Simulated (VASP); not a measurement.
The system is C.

```xyz
8
Lattice="2.5221 0.0000 0.0000 -1.2611 2.1842 0.0000 0.0000 0.0000 8.2371" Properties=species:S:1:pos:R:3 pbc="T T T"
C     1.2611    0.7281    6.9501
C     0.0000    1.4561    2.8315
C     1.2611    0.7281    5.4056
C     0.0000    1.4561    1.2870
C     0.0000    0.0000    7.4649
C     0.0000    0.0000    3.3463
C     0.0000    0.0000    4.8908
C     0.0000    0.0000    0.7722
```

This is a hexagonal form of diamond, not graphite.

Base run:

- Program: VASP 6.6.1
- Functional: revTPSS
- Potentials or basis: VASP PAW PBE potentials, release 64 (C)
- Cutoff: 520 eV
- k mesh: 12 × 12 × 4
- Occupations: fermi-dirac, width 0.05 eV
- Spin: no spin polarisation

Its results: band gap on the k mesh 4.27 eV, indirect (least direct gap 5.33 eV); pressure -1.2 GPa; largest force 0.333 eV/Å.

Q: The run is repeated on the same cell with these changes: functional from revTPSS to MS2; further incar settings from ALGO = Normal; EDIFF = 1e-06 to ALGO = Normal; EDIFF = 1e-06; NBANDS = 26. What comes out?

A: Band gap on the k mesh 5.00 eV, indirect (least direct gap 6.21 eV); pressure -4.5 GPa; largest force 0.326 eV/Å.

Caveats: the PAW data sets were made with another functional, which shifts forces and pressure a little.
